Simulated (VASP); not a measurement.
# TePb (Fm-3m) in VASP: a series of runs

The runs below take TePb through relaxation of cell and atoms, with PBE, PBEsol.

Program: VASP 6.6.1. These are calculated values, not measurements. Logs are shortened: lines on timing, memory, paths and dates and some standing lists are left out, and cuts for length are marked.

### 1 The structure

Symmetry: Fm-3m, No. 225, cubic system. Conventional cell: a = 6.462 Å, b = 6.462 Å, c = 6.462 Å, α = 90.00°, β = 90.00°, γ = 90.00°. Te (site symmetry m-3m) is surrounded by 6 Pb at 3.23 Å. Around Pb (site symmetry m-3m) lie 6 Te at 3.23 Å.

### 2 Relaxation of cell and atoms, PBE

File INCAR:

```
  PREC = Accurate
  ENCUT = 300
  EDIFF = 1E-6
  ISMEAR = 0
  SIGMA = 0.03
  LREAL = F
  LASPH = T
  NELM = 80
  ALGO = Normal
  ISIF = 3
  LWAVE = F
  LCHARG = F
  GGA = PE
  IBRION = 2
  NSW = 90
  EDIFFG = -0.01
```

File KPOINTS:

```
regular mesh
0
Gamma
  4 4 4
```

File POSCAR:

```
TePb
1.0
    0.0000000000      3.2310000000      3.2310000000
    3.2310000000      0.0000000000      3.2310000000
    3.2310000000      3.2310000000      0.0000000000
Te Pb
1 1
Direct
    0.5000000000      0.5000000000      0.5000000000
    0.0000000000      0.0000000000      0.0000000000
```

Potentials or basis: VASP PAW PBE potentials, release 64 (Te, Pb).

Run with:

```console
> cat potpaw_PBE.64/Te/POTCAR potpaw_PBE.64/Pb/POTCAR > POTCAR
> mpirun -np 1 vasp_std > vasp.out
```

OUTCAR:

```text
PREC = Accurate
   ENCUT = 300
   EDIFF = 1E-6
   ISMEAR = 0
   LREAL = F
   LASPH = T
   NELM = 80
   ISIF = 3
   GGA = PE
   IBRION = 2
   NSW = 90
   EDIFFG = -0.01

 ion  position               nearest neighbor table
   1  0.500  0.500  0.500-   2 3.23   2 3.23   2 3.23   2 3.23   2 3.23   2 3.23
   2  0.000  0.000  0.000-   1 3.23   1 3.23   1 3.23   1 3.23   1 3.23   1 3.23

  LATTYP: Found a face centered cubic cell.
 ALAT       =     6.4620000000

  Lattice vectors:

 A1 = (   0.0000000000,   3.2310000000,   3.2310000000)
 A2 = (   3.2310000000,   0.0000000000,   3.2310000000)
 A3 = (   3.2310000000,   3.2310000000,   0.0000000000)

Analysis of symmetry for initial positions (statically):
=====================================================================
 Subroutine PRICEL returns:
 Original cell was already a primitive cell.

 Routine SETGRP: Setting up the symmetry group for a
 face centered cubic supercell.

 Subroutine GETGRP returns: Found 48 space group operations
 (whereof 48 operations were pure point group operations)
 out of a pool of 48 trial point group operations.

The static configuration has the point symmetry O_h .

Analysis of symmetry for dynamics (positions and initial velocities):
=====================================================================
 Subroutine PRICEL returns:
 Original cell was already a primitive cell.

 Routine SETGRP: Setting up the symmetry group for a
 face centered cubic supercell.

 Subroutine GETGRP returns: Found 48 space group operations
 (whereof 48 operations were pure point group operations)
 out of a pool of 48 trial point group operations.

The dynamic configuration has the point symmetry O_h .

 Subroutine INISYM returns: Found 48 space group operations
 (whereof 48 operations are pure point group operations),
 and found     1 'primitive' translations

----------------------------------------------------------------------------------------

                                     Primitive cell

  volume of cell :      67.4592

  direct lattice vectors                    reciprocal lattice vectors
     0.000000000  3.231000000  3.231000000    -0.154750851  0.154750851  0.154750851
     3.231000000  0.000000000  3.231000000     0.154750851 -0.154750851  0.154750851
     3.231000000  3.231000000  0.000000000     0.154750851  0.154750851 -0.154750851

  length of vectors
     4.569324020  4.569324020  4.569324020     0.268036337  0.268036337  0.268036337

  position of ions in fractional coordinates (direct lattice)
     0.500000000  0.500000000  0.500000000
     0.000000000  0.000000000  0.000000000

  ion indices of the primitive-cell ions
   primitive index   ion index
                 1           1
                 2           2

----------------------------------------------------------------------------------------

 KPOINTS: regular mesh

Automatic generation of k-mesh.
 Grid dimensions read from file:
 generate k-points for:    4    4    4

 Generating k-lattice:

  Cartesian coordinates                     Fractional coordinates (reciprocal lattice)
    -0.038687713  0.038687713  0.038687713     0.250000000  0.000000000  0.000000000
     0.038687713 -0.038687713  0.038687713     0.000000000  0.250000000  0.000000000
     0.038687713  0.038687713 -0.038687713     0.000000000  0.000000000  0.250000000

  Length of vectors
     0.067009084  0.067009084  0.067009084

  Shift w.r.t. Gamma in fractional coordinates (k-lattice)
     0.000000000  0.000000000  0.000000000

 Subroutine IBZKPT returns following result:
 ===========================================

 Found      8 irreducible k-points:

 Following reciprocal coordinates:
            Coordinates               Weight
  0.000000  0.000000  0.000000      1.000000
  0.250000  0.000000  0.000000      8.000000
  0.500000  0.000000  0.000000      4.000000
  0.250000  0.250000  0.000000      6.000000
  0.500000  0.250000  0.000000     24.000000
 -0.250000  0.250000  0.000000     12.000000
  0.500000  0.500000  0.000000      3.000000
 -0.250000  0.500000  0.250000      6.000000
   k-points           NKPTS =      8   k-points in BZ     NKDIM =      8   number of bands    NBANDS=      9
   number of dos      NEDOS =    301   number of ions     NIONS =      2
   total plane-waves  NPLWV =  21952
   dimension x,y,z NGX =    28 NGY =   28 NGZ =   28
   dimension x,y,z NGXF=    56 NGYF=   56 NGZF=   56
   ions per type =               1   1
   NGX,Y,Z   is equivalent  to a cutoff of  10.19, 10.19, 10.19 a.u.
   NGXF,Y,Z  is equivalent  to a cutoff of  20.37, 20.37, 20.37 a.u.
 SYSTEM =  unknown system
   PREC   = accura    normal or accurate (medium, high low for compatibility)
   ISTART =      0    job   : 0-new  1-cont  2-samecut
   ICHARG =      2    charge: 1-file 2-atom 10-const
   ISPIN  =      1    spin polarized calculation?
   LNONCOLLINEAR =      F non collinear calculations
   LSORBIT =      F    spin-orbit coupling
   LASPH  =      T    aspherical Exc in radial PAW
   ENCUT  =  300.0 eV  22.05 Ry    4.70 a.u.   6.45  6.45  6.45*2*pi/ulx,y,z
   NELM   =     80;   NELMIN=  2; NELMDL= -5     # of ELM steps
   EDIFF  = 0.1E-05   stopping-criterion for ELM
   LREAL  =      F    real-space projection
   EDIFFG = -.1E-01   stopping-criterion for IOM
   NSW    =     90    number of steps for IOM
   IBRION =      2    ionic relax: 0-MD 1-quasi-New 2-CG
   NFREE  =      1    steps in history (QN), initial steepest desc. (CG)
   ISIF   =      3    stress and relaxation
   ISYM   =      2    0-nonsym 1-usesym 2-fastsym
   POTIM  = 0.5000    time-step for ionic-motion
   TEBEG  =    0.0;   TEEND  =   0.0 temperature during run
   PSTRESS=    0.0 pullay stress
   NELECT =      10.0000    total number of electrons
   NUPDOWN=      -1.0000    fix difference up-down
   EMIN   =  10.00;   EMAX   =-10.00  energy-range for DOS
   EFERMI =   0.00;   METHOD = LEGACY
   ISMEAR =     0;   SIGMA  =   0.03  broadening in eV -4-tet -1-fermi 0-gaus
   EFERMI_NEDOS =   21; number of points for ismear=-14 and -15
   IALGO  =     38    algorithm
   IMIX   =      4    mixing-type and parameters
     AMIX     =   0.40;   BMIX     =  1.00
     AMIX_MAG =   1.60;   BMIX_MAG =  1.00
  volume/ion in A,a.u.               =      33.73       227.62
  Fermi-wavevector in a.u.,A,eV,Ry     =   0.866419  1.637294 10.213643  0.750682
  Thomas-Fermi vector in A             =   1.984805
   LORBIT       =      0    0 simple, 1 ext, 2 COOP (PROOUT), +10 PAW based schemes
   GGA     = PE    functional components
   LHFCALC =     F    Hartree Fock is set to
   AEXX    =    0.0000 exact exchange contribution
   IVDW    =     0    specifies the selected vdW correction
   LEPSILON=     F    determine dielectric tensor
   LRPA    =     F    only Hartree local field effects (RPA)
 conjugate gradient relaxation of ions
 non-spin polarized calculation
 Gauss-broadening in eV      SIGMA  =   0.03
  energy-cutoff  :      300.00
  volume of cell :       67.46
 maximum number of plane-waves:       821
 NGX is ok and might be reduce to    28
   NGX = 13   NGY = 13   NGZ = 13

--------------------------------------- Ionic step        1  -------------------------------------------

 number of electron      10.0000001 magnetization

 Free energy of the ion-electron system (eV)
  ---------------------------------------------------
  ext. energy  EPLUGINS =         0.00000000
  ---------------------------------------------------
  free energy    TOTEN  =        -7.51193570 eV

  energy without entropy =       -7.51193570  energy(sigma->0) =       -7.51193570

------------------------ aborting loop because EDIFF is reached ----------------------------------------

  FORCE on cell =-STRESS in cart. coord.  units (eV):
  Direction    XX          YY          ZZ          XY          YZ          ZX
  --------------------------------------------------------------------------------------
  -------------------------------------------------------------------------------------
  Total        0.8473253      0.8473253      0.8473253     -0.0000000     -0.0000000      0.0000000
  in kB       20.1242591     20.1242591     20.1242591     -0.0000000     -0.0000000      0.0000000
  external PRESSURE =      20.1242591 kB  Pullay stress =       0.0000000 kB

 VOLUME and BASIS-vectors are now :
 -----------------------------------------------------------------------------
  energy-cutoff  :      300.00
  volume of cell :       67.46
      direct lattice vectors                 reciprocal lattice vectors
     0.000000000  3.231000000  3.231000000    -0.154750851  0.154750851  0.154750851
     3.231000000  0.000000000  3.231000000     0.154750851 -0.154750851  0.154750851
     3.231000000  3.231000000  0.000000000     0.154750851  0.154750851 -0.154750851
[... 37 lines left out ...]
 POSITION                                       TOTAL-FORCE (eV/Angst)
 -----------------------------------------------------------------------------------
      3.29704      3.29704      3.29704         0.000000      0.000000     -0.000000
      6.59407      6.59407      6.59407         0.000000     -0.000000      0.000000
 -----------------------------------------------------------------------------------
    total drift:                                0.000000      0.000000      0.000000

  FREE ENERGIE OF THE ION-ELECTRON SYSTEM (eV)
  ---------------------------------------------------
  free  energy   TOTEN  =        -7.5287064136 eV

  energy  without entropy=       -7.5287064136  energy(sigma->0) =       -7.52870641

--------------------------------------- Ionic step        3  -------------------------------------------

 number of electron      10.0000000 magnetization

 Free energy of the ion-electron system (eV)
  ---------------------------------------------------
  ext. energy  EPLUGINS =         0.00000000
  ---------------------------------------------------
  free energy    TOTEN  =        -7.53073986 eV

  energy without entropy =       -7.53073986  energy(sigma->0) =       -7.53073986

 E-fermi :   4.2089     XC(G=0):  -9.0305

 val. band max:        4.0432049200   @ k =   0.5000   0.0000   0.0000
 cond. band min:       4.8680675620   @ k =   0.5000   0.0000   0.0000
 fundamental gap:      0.8248626420
 Fermi energy:         4.2089018393

 k-point     1 :       0.0000    0.0000    0.0000
  band No.  band energies     occupation
      1      -7.5987      2.00000
      2      -1.6551      2.00000
      3       2.8768      2.00000
      4       2.8768      2.00000
      5       2.8768      2.00000
      6       8.0761      0.00000
      7       8.0761      0.00000
      8       8.0761      0.00000
      9       9.9339      0.00000

 k-point     2 :       0.2500    0.0000    0.0000
  band No.  band energies     occupation
      1      -7.1136      2.00000
      2      -2.8947      2.00000
      3       3.0257      2.00000
      4       3.0257      2.00000
      5       3.4541      2.00000
      6       6.1961      0.00000
      7       6.5491      0.00000
      8       6.5491      0.00000
      9      10.0790      0.00000
[... 92 lines left out ...]
 POSITION                                       TOTAL-FORCE (eV/Angst)
 -----------------------------------------------------------------------------------
      3.28013      3.28013      3.28013        -0.000000      0.000000     -0.000000
      0.00000      0.00000      0.00000         0.000000     -0.000000      0.000000
 -----------------------------------------------------------------------------------
    total drift:                                0.000000      0.000000      0.000000

  FREE ENERGIE OF THE ION-ELECTRON SYSTEM (eV)
  ---------------------------------------------------
  free  energy   TOTEN  =        -7.5307398619 eV

  energy  without entropy=       -7.5307398619  energy(sigma->0) =       -7.53073986

 reached required accuracy - stopping structural energy minimisation
```

Run time: 12 s. Hardware: 1 thread of Intel Xeon Platinum 8488C (Sapphire Rapids), shared host; peak memory 0.16 GiB.

Results:

| Item | Value |
| --- | --- |
| Free energy | -7.5307 eV |
| Relaxed volume | 35.29 Å³/atom |
| Relaxed cell | a = 4.639 Å, b = 4.639 Å, c = 4.639 Å, α = 60.00°, β = 60.00°, γ = 60.00° |
| Space group after relaxing (to 0.05 Å) | Fm-3m (No. 225) |
| Energy gained by relaxing | 9.4 meV/atom |
| Ionic steps | 3 |
| Pressure after relaxing | 0.0 GPa |
| Band gap on the k mesh | 0.82 eV, direct |

Step by step:
```csv
step,energy change (eV),largest force (eV/Å),pressure (GPa),volume (Å³)
1,0.0000,0.0000,2.01,67.46
2,-0.0168,0.0000,-0.59,71.68
3,-0.0188,0.0000,-0.01,70.58
```

Final structure:
```
Te Pb
1.0
     0.00000    3.28013    3.28013
     3.28013    0.00000    3.28013
     3.28013    3.28013    0.00000
Te Pb
1 1
Direct
  0.50000 0.50000 0.50000
  0.00000 0.00000 0.00000
```

Levels at points of the mesh, in eV from the valence-band top:
| k point | band 2 | band 3 | band 4 | band 5 | band 6 | band 7 | band 8 | band 9 |
| --- | --- | --- | --- | --- | --- | --- | --- | --- |
| (0.00, 0.00, 0.00) | -5.70 | -1.17 | -1.17 | -1.17 | 4.03 | 4.03 | 4.03 | 5.89 |
| (0.50, 0.00, 0.00) | -8.36 | -0.75 | -0.75 | 0.00 | 0.82 | 1.39 | 1.39 | 8.30 |
| (0.50, 0.50, 0.00) | -7.23 | -4.14 | -2.53 | -2.53 | 3.49 | 5.32 | 5.32 | 6.46 |

Caveat: the k mesh is coarse (spacing up to 0.42 Å⁻¹), so the values aren't converged; spin-orbit coupling is left out, which as a rule narrows the gap of such compounds by several tenths of an eV. A k mesh can miss the band edges.

(Continued in part 2 of 2.)
